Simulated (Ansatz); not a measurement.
## Sb: stiffness from a series of strains

```
CELL_PARAMETERS angstrom
-1.50500 1.50500 2.48000
1.50500 -1.50500 2.48000
1.50500 1.50500 -2.48000
ATOMIC_POSITIONS crystal
Sb 0.00000 0.00000 0.00000
```

The geometry is COD entry 9013010, unchecked; take it as a test cell.

Spin–orbit coupling is left out, though it moves levels of the heavy atoms by tenths of an eV or more.

Level of theory: Ansatz 0.2.0, DFT, PBE, all-electron LAPW, scalar-relativistic.

Settings: a Γ-centred 19×19×19 k mesh, Fermi–Dirac smearing of 0.05 eV, basis error target 0.25 meV/atom, no spin polarisation.

The strain is applied along the Cartesian axes of the cell as listed (the other components stay zero). Fractional coordinates are held (clamped ions).

σ is the change of stress from the unstrained cell, which is at 19.25 GPa; tension is positive, so slopes are stress–strain coefficients at that pressure. In a metal the k mesh adds noise.

Only quantities that a quadratic follows smoothly over the whole series are listed; rougher ones are left out.

```csv
εxx = εyy,σzz (GPa),σxx (GPa)
-0.0300,-8.17,-10.83
-0.0200,-5.20,-6.85
-0.0100,-2.41,-3.30
0.0000,0.00,0.00
0.0200,3.85,5.87
0.0300,5.70,8.29
```

**Question.** Fit the series and read off the stiffness at zero strain.

**Answer.** Least-squares fits y = p0 + p1 x + p2 x² to the rows give σzz (GPa): p1 = 229, p2 = -1400; σxx (GPa): p1 = 319, p2 = -1400. So C13 + C23 = 229 GPa and C11 + C12 = 319 GPa, for these axes.

**Question.** One run, at εxx = εyy = 0.0100, is withheld. Predict its row.

**Answer.** The fits give 2.12, 3.08; the run gave 2.04, 3.08.
